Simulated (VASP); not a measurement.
# W (I4/mmm) in VASP: a series of runs

The runs below take W through single point, with PBE.

All numbers are computed with VASP 6.6.1; they aren't measurements. Logs are shortened: lines on timing, memory, paths and dates and some standing lists are left out, and cuts for length are marked.

**1. The cell of the first run**

It takes space group I4/mmm (No. 139, tetragonal). Conventional cell: a = 2.957 Å, b = 2.957 Å, c = 3.938 Å, α = 90.00°, β = 90.00°, γ = 90.00°. W (site symmetry 4/mmm) has 12 W at 2.87 to 2.96 Å as nearest neighbours.

This isn't the form of W at room conditions, which is bcc.

**2. Single point, PBE (strain +0.030 along x and y, -0.030 along z, atoms carried along)**

Input file INCAR:

```
SYSTEM = W
PREC = Accurate
ENCUT = 520
EDIFF = 1E-7
ISMEAR = 0
SIGMA = 0.15
LREAL = .False.
LASPH = .True.
NELM = 100
ALGO = Fast
ISIF = 2
LWAVE = .False.
LCHARG = .True.
GGA = PE
LELF = .True.
LVHAR = .True.
NBANDS = 13
```

Input file KPOINTS:

```
Automatic mesh
0
Gamma
  20 20 20
  0 0 0
```

Input file POSCAR:

```
W
1.0
    0.0000000000      2.0909000000      1.9691000000
    2.0909000000      0.0000000000      1.9691000000
    2.0909000000      2.0909000000      0.0000000000
W
1
Direct
    0.0000000000      0.0000000000      0.0000000000
```

Potentials or basis: VASP PAW PBE potentials, release 64 (W_sv).

The run is started by

```
cat potpaw_PBE.64/W_sv/POTCAR > POTCAR
mpirun -np 1 vasp_std > vasp.out
```

OUTCAR:

```text
SYSTEM = W
   PREC = Accurate
   ENCUT = 520
   EDIFF = 1E-7
   ISMEAR = 0
   LREAL = .False.
   LASPH = .True.
   NELM = 100
   ISIF = 2
   GGA = PE

 ion  position               nearest neighbor table
   1  0.000  0.000  0.000-

  LATTYP: Found a body centered tetragonal cell.
 ALAT       =     2.9569791376
 C/A-ratio  =     1.3318321898

  Lattice vectors:

 A1 = (   0.0000000000,  -2.0909000000,  -1.9691000000)
 A2 = (   0.0000000000,   2.0909000000,  -1.9691000000)
 A3 = (   2.0909000000,   0.0000000000,   1.9691000000)

Analysis of symmetry for initial positions (statically):
=====================================================================
 Subroutine PRICEL returns:
 Original cell was already a primitive cell.

 Routine SETGRP: Setting up the symmetry group for a
 body centered tetragonal supercell.

 Subroutine GETGRP returns: Found 16 space group operations
 (whereof 16 operations were pure point group operations)
 out of a pool of 16 trial point group operations.

The static configuration has the point symmetry D_4h.

Analysis of symmetry for dynamics (positions and initial velocities):
=====================================================================
 Subroutine PRICEL returns:
 Original cell was already a primitive cell.

 Routine SETGRP: Setting up the symmetry group for a
 body centered tetragonal supercell.

 Subroutine GETGRP returns: Found 16 space group operations
 (whereof 16 operations were pure point group operations)
 out of a pool of 16 trial point group operations.

The dynamic configuration has the point symmetry D_4h.

 Subroutine INISYM returns: Found 16 space group operations
 (whereof 16 operations are pure point group operations),
 and found     1 'primitive' translations

----------------------------------------------------------------------------------------

                                     Primitive cell

  volume of cell :      17.2173

  direct lattice vectors                    reciprocal lattice vectors
     0.000000000  2.090900000  1.969100000    -0.239131474  0.239131474  0.253923112
     2.090900000  0.000000000  1.969100000     0.239131474 -0.239131474  0.253923112
     2.090900000  2.090900000  0.000000000     0.239131474  0.239131474 -0.253923112

  length of vectors
     2.872145125  2.872145125  2.956979138     0.422900309  0.422900309  0.422900309

  position of ions in fractional coordinates (direct lattice)
     0.000000000  0.000000000  0.000000000

[... 85 lines left out ...]
   PSTRESS=    0.0 pullay stress
   NELECT =      14.0000    total number of electrons
   NUPDOWN=      -1.0000    fix difference up-down
   EMIN   =  10.00;   EMAX   =-10.00  energy-range for DOS
   EFERMI =   0.00;   METHOD = LEGACY
   ISMEAR =     0;   SIGMA  =   0.15  broadening in eV -4-tet -1-fermi 0-gaus
   EFERMI_NEDOS =   21; number of points for ismear=-14 and -15
   IALGO  =     68    algorithm
   IMIX   =      4    mixing-type and parameters
     AMIX     =   0.40;   BMIX     =  1.00
     AMIX_MAG =   1.60;   BMIX_MAG =  1.00
  volume/ion in A,a.u.               =      17.22       116.19
  Fermi-wavevector in a.u.,A,eV,Ry     =   1.528021  2.887542 31.767551  2.334849
  Thomas-Fermi vector in A             =   2.635837
   LORBIT       =      0    0 simple, 1 ext, 2 COOP (PROOUT), +10 PAW based schemes
   GGA     = PE    functional components
   LHFCALC =     F    Hartree Fock is set to
   AEXX    =    0.0000 exact exchange contribution
   IVDW    =     0    specifies the selected vdW correction
   LEPSILON=     F    determine dielectric tensor
   LRPA    =     F    only Hartree local field effects (RPA)
 non-spin polarized calculation
 RMM-DIIS sequential band-by-band and
 Gauss-broadening in eV      SIGMA  =   0.15
  energy-cutoff  :      520.00
  volume of cell :       17.22
 maximum number of plane-waves:       487
 NGX is ok and might be reduce to    24
   NGX = 11   NGY = 11   NGZ = 11

 number of electron      14.0000001 magnetization

 Free energy of the ion-electron system (eV)
  ---------------------------------------------------
  ext. energy  EPLUGINS =         0.00000000
  ---------------------------------------------------
  free energy    TOTEN  =       -12.48930082 eV

  energy without entropy =      -12.47674552  energy(sigma->0) =      -12.48302317

 E-fermi :   9.9447     XC(G=0): -13.1708

 val. band max:        9.9425710344   @ k =   0.4500   0.0000   0.0500
 cond. band min:       9.9490450085   @ k =  -0.1000   0.1500   0.0500
 fundamental gap:      0.0064739741
 Fermi energy:         9.9446914720

 k-point     1 :       0.0000    0.0000    0.0000
  band No.  band energies     occupation
      1     -63.9379      2.00000
      2     -27.6322      2.00000
      3     -27.6322      2.00000
      4     -27.6009      2.00000
      5       1.1047      2.00000
      6       9.1185      2.00000
      7       9.1185      2.00000
      8       9.8529      1.61293
      9      11.6999      0.00000
     10      12.7271      0.00000
     11      22.6218      0.00000
     12      26.9405      0.00000
     13      26.9405      0.00000
[... 354 lines left out ...]
  band No.  band energies     occupation
      1     -63.8660      2.00000
      2     -28.4287      2.00000
      3     -27.7709      2.00000
      4     -27.7168      2.00000
      5       4.3721      2.00000
      6       8.9294      2.00000
      7       9.0324      2.00000
      8       9.7405      1.94574
      9      13.3377      0.00000
     10      13.9285      0.00000
     11      21.0964      0.00000
     12      23.8677      0.00000
     13      29.5927      0.00000

 [... further k-points ...]

------------------------ aborting loop because EDIFF is reached ----------------------------------------

  FORCE on cell =-STRESS in cart. coord.  units (eV):
  Direction    XX          YY          ZZ          XY          YZ          ZX
  --------------------------------------------------------------------------------------
  -------------------------------------------------------------------------------------
  Total       -0.6709121     -0.6709121     -2.4274645      0.0000000     -0.0000000      0.0000000
  in kB      -62.4326736    -62.4326736   -225.8911337      0.0000000     -0.0000000      0.0000000
  external PRESSURE =    -116.9188270 kB  Pullay stress =       0.0000000 kB

 VOLUME and BASIS-vectors are now :
 -----------------------------------------------------------------------------
  energy-cutoff  :      520.00
  volume of cell :       17.22
      direct lattice vectors                 reciprocal lattice vectors
     0.000000000  2.090900000  1.969100000    -0.239131474  0.239131474  0.253923112
     2.090900000  0.000000000  1.969100000     0.239131474 -0.239131474  0.253923112
     2.090900000  2.090900000  0.000000000     0.239131474  0.239131474 -0.253923112

 POSITION                                       TOTAL-FORCE (eV/Angst)
 -----------------------------------------------------------------------------------
      0.00000      0.00000      0.00000         0.000000      0.000000      0.000000
 -----------------------------------------------------------------------------------
    total drift:                               -0.000000      0.000000      0.000000

  FREE ENERGIE OF THE ION-ELECTRON SYSTEM (eV)
  ---------------------------------------------------
  free  energy   TOTEN  =       -12.4893008172 eV

  energy  without entropy=      -12.4767455230  energy(sigma->0) =      -12.48302317
```

Run time: 75 s. Hardware: 1 thread of Intel Xeon Platinum 8488C (Sapphire Rapids), shared host; peak memory 0.25 GiB.

What came out:

```yaml
Free_energy: -12.4893 eV
Pressure: -11.7 GPa
Band_gap_on_the_k_mesh: none (metal or under the smearing width)
```

Stress tensor (GPa, compression positive):
```
 -6.24   0.00   0.00
  0.00  -6.24   0.00
  0.00   0.00 -22.59
```

**3. Single point, PBE (strain +0.000 along x and y, -0.030 along z, atoms carried along)**

Input file INCAR:

```
SYSTEM = W
PREC = Accurate ; ENCUT = 520
EDIFF = 1E-6 ; ISMEAR = 0
SIGMA = 0.15 ; LREAL = .False.
LASPH = .True. ; NELM = 100
ALGO = Fast ; ISIF = 2
LWAVE = .False. ; LCHARG = .False.
GGA = PE ; NBANDS = 13
```

Input file KPOINTS:

```
regular mesh
0
Gamma
  20 20 20
  0 0 0
```

Input file POSCAR:

```
W
1.0
    0.0000000000      2.0300000000      1.9691000000
    2.0300000000      0.0000000000      1.9691000000
    2.0300000000      2.0300000000      0.0000000000
W
1
Direct
    0.0000000000      0.0000000000      0.0000000000
```

Potentials or basis: VASP PAW PBE potentials, release 64 (W_sv).

The run is started by

```
cat potpaw_PBE.64/W_sv/POTCAR > POTCAR
mpirun -np 1 vasp_std > vasp.out
```

OUTCAR:

```text
SYSTEM = W
   PREC = Accurate
   ENCUT = 520
   EDIFF = 1E-6
   ISMEAR = 0
   LREAL = .False.
   LASPH = .True.
   NELM = 100
   ISIF = 2
   GGA = PE

 ion  position               nearest neighbor table
   1  0.000  0.000  0.000-

  LATTYP: Found a body centered tetragonal cell.
 ALAT       =     2.8708535316
 C/A-ratio  =     1.3717871555

  Lattice vectors:

 A1 = (   0.0000000000,  -2.0300000000,  -1.9691000000)
 A2 = (   0.0000000000,   2.0300000000,  -1.9691000000)
 A3 = (   2.0300000000,   0.0000000000,   1.9691000000)

Analysis of symmetry for initial positions (statically):
=====================================================================
 Subroutine PRICEL returns:
 Original cell was already a primitive cell.

 Routine SETGRP: Setting up the symmetry group for a
 body centered tetragonal supercell.

 Subroutine GETGRP returns: Found 16 space group operations
 (whereof 16 operations were pure point group operations)
 out of a pool of 16 trial point group operations.

The static configuration has the point symmetry D_4h.

Analysis of symmetry for dynamics (positions and initial velocities):
=====================================================================
 Subroutine PRICEL returns:
 Original cell was already a primitive cell.

 Routine SETGRP: Setting up the symmetry group for a
 body centered tetragonal supercell.

 Subroutine GETGRP returns: Found 16 space group operations
 (whereof 16 operations were pure point group operations)
 out of a pool of 16 trial point group operations.

The dynamic configuration has the point symmetry D_4h.

 Subroutine INISYM returns: Found 16 space group operations
 (whereof 16 operations are pure point group operations),
 and found     1 'primitive' translations

----------------------------------------------------------------------------------------

                                     Primitive cell
[... 117 lines left out ...]
   IVDW    =     0    specifies the selected vdW correction
   LEPSILON=     F    determine dielectric tensor
   LRPA    =     F    only Hartree local field effects (RPA)
 non-spin polarized calculation
 RMM-DIIS sequential band-by-band and
 Gauss-broadening in eV      SIGMA  =   0.15
  energy-cutoff  :      520.00
  volume of cell :       16.23
 maximum number of plane-waves:       452
 NGX is ok and might be reduce to    24
   NGX = 11   NGY = 11   NGZ = 11

 number of electron      14.0000000 magnetization

 Free energy of the ion-electron system (eV)
  ---------------------------------------------------
  ext. energy  EPLUGINS =         0.00000000
  ---------------------------------------------------
  free energy    TOTEN  =       -12.48477548 eV

  energy without entropy =      -12.47103979  energy(sigma->0) =      -12.47790763

 E-fermi :  10.6746     XC(G=0): -13.4980

 val. band max:       10.6705658982   @ k =   0.1500   0.0000   0.0500
 cond. band min:      10.6749882283   @ k =   0.1000   0.0000   0.1000
 fundamental gap:      0.0044223301
 Fermi energy:        10.6746194234

 k-point     1 :       0.0000    0.0000    0.0000
  band No.  band energies     occupation
      1     -63.0101      2.00000
      2     -26.6334      2.00000
      3     -26.6334      2.00000
      4     -26.6105      2.00000
      5       1.5930      2.00000
      6       9.9454      2.00000
      7       9.9454      2.00000
      8      10.3473      1.99797
      9      12.9427      0.00000
     10      13.5322      0.00000
     11      23.4583      0.00000
     12      28.3789      0.00000
     13      28.3789      0.00000
[... 354 lines left out ...]
  band No.  band energies     occupation
      1     -62.9158      2.00000
      2     -27.6188      2.00000
      3     -26.7806      2.00000
      4     -26.7649      2.00000
      5       4.9223      2.00000
      6       9.7662      2.00000
      7       9.9424      2.00000
      8      10.2717      1.99985
      9      14.3778      0.00000
     10      15.1593      0.00000
     11      22.2898      0.00000
     12      25.3189      0.00000
     13      30.9803      0.00000

 [... further k-points ...]

------------------------ aborting loop because EDIFF is reached ----------------------------------------

  FORCE on cell =-STRESS in cart. coord.  units (eV):
  Direction    XX          YY          ZZ          XY          YZ          ZX
  --------------------------------------------------------------------------------------
  -------------------------------------------------------------------------------------
  Total        0.8029463      0.8029463     -0.2766856      0.0000000     -0.0000000     -0.0000000
  in kB       79.2697001     79.2697001    -27.3153839      0.0000000     -0.0000000     -0.0000000
  external PRESSURE =      43.7413388 kB  Pullay stress =       0.0000000 kB

 VOLUME and BASIS-vectors are now :
 -----------------------------------------------------------------------------
  energy-cutoff  :      520.00
  volume of cell :       16.23
      direct lattice vectors                 reciprocal lattice vectors
     0.000000000  2.030000000  1.969100000    -0.246305419  0.246305419  0.253923112
     2.030000000  0.000000000  1.969100000     0.246305419 -0.246305419  0.253923112
     2.030000000  2.030000000  0.000000000     0.246305419  0.246305419 -0.253923112

 POSITION                                       TOTAL-FORCE (eV/Angst)
 -----------------------------------------------------------------------------------
      0.00000      0.00000      0.00000         0.000000      0.000000      0.000000
 -----------------------------------------------------------------------------------
    total drift:                               -0.000000     -0.000000     -0.000000

  FREE ENERGIE OF THE ION-ELECTRON SYSTEM (eV)
  ---------------------------------------------------
  free  energy   TOTEN  =       -12.4847754788 eV

  energy  without entropy=      -12.4710397909  energy(sigma->0) =      -12.47790763
```

OSZICAR:

```text
N       E                     dE             d eps       ncg     rms          rms(c)
DAV:   1     0.851554247116E+02    0.85155E+02   -0.74734E+03 16731   0.122E+03
DAV:   2    -0.113975192854E+02   -0.96553E+02   -0.93007E+02 18561   0.317E+02
DAV:   3    -0.130886637163E+02   -0.16911E+01   -0.16835E+01 18546   0.403E+01
DAV:   4    -0.130960300667E+02   -0.73664E-02   -0.73660E-02 18661   0.294E+00
DAV:   5    -0.130960953433E+02   -0.65277E-04   -0.65275E-04 18711   0.260E-01    0.194E+01
RMM:   6    -0.126106457494E+02    0.48545E+00   -0.39312E-01 17997   0.589E+00    0.800E+00
RMM:   7    -0.124878959404E+02    0.12275E+00   -0.27116E-01 18120   0.490E+00    0.738E-01
RMM:   8    -0.124849356341E+02    0.29603E-02   -0.11136E-02 20723   0.114E+00    0.224E-01
RMM:   9    -0.124847819782E+02    0.15366E-03   -0.15543E-03 20180   0.473E-01    0.223E-02
RMM:  10    -0.124847828223E+02   -0.84410E-06   -0.23038E-04 21189   0.183E-01    0.868E-03
RMM:  11    -0.124847745956E+02    0.82267E-05   -0.41122E-05 21547   0.780E-02    0.514E-03
RMM:  12    -0.124847754788E+02   -0.88316E-06   -0.89945E-06 18970   0.370E-02
   1 F= -.12484775E+02 E0= -.12477908E+02  d E =-.137357E-01
```

Run time: 58 s. Hardware: 1 thread of Intel Xeon Platinum 8488C (Sapphire Rapids), shared host; peak memory 0.24 GiB.

What came out:

```
Free energy            : -12.4848 eV
Pressure               : 4.4 GPa
Band gap on the k mesh : none (metal or under the smearing width)
```

Spin-orbit coupling is left out, which matters for the levels of W.
